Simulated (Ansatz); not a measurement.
## KZnF3 in Ansatz: the effect of functional

The system is KZnF3.

```
CELL_PARAMETERS angstrom
4.12943 0.00000 0.00000
0.00000 4.12943 0.00000
0.00000 0.00000 4.12943
ATOMIC_POSITIONS crystal
Zn 0.50000 0.50000 0.50000
K 0.00000 0.00000 0.00000
F 0.50000 0.00000 0.50000
F 0.00000 0.50000 0.50000
F 0.50000 0.50000 0.00000
```

The cell isn't the ideal one: volume scaled by 1.06.

Alike in all runs:

* Program: Ansatz 0.2.0
* Task: single point
* Potentials or basis: Ansatz PAW
* k mesh: 7 × 7 × 7
* Occupations: fermi-dirac, width 0.05 eV
* Spin: no spin polarisation

```tsv
functional	cutoff	gap on the mesh (eV)	pressure (GPa)
PBEsol	420 eV (not typed: the program's choice for these potentials)	3.67	-3.9
LDA	420 eV (not typed: the program's choice for these potentials)	3.58	-8.4
r2SCAN	500 eV (not typed: the program's choice for these potentials)	?	?
PBE	420 eV (not typed: the program's choice for these potentials)	3.81	-0.1
```

Q: What does the run with functional r2SCAN give?

A: gap on the mesh 4.58 eV; pressure -4.5 GPa.

Caveats: odd divisions of the mesh miss points on the zone boundary, where band edges often lie, so the gap on the mesh can be too wide; the PAW data sets come from PBE, with cores solved anew for the run's functional, which leaves a small shift of forces and pressure (some runs).

A k mesh can miss the band edges.
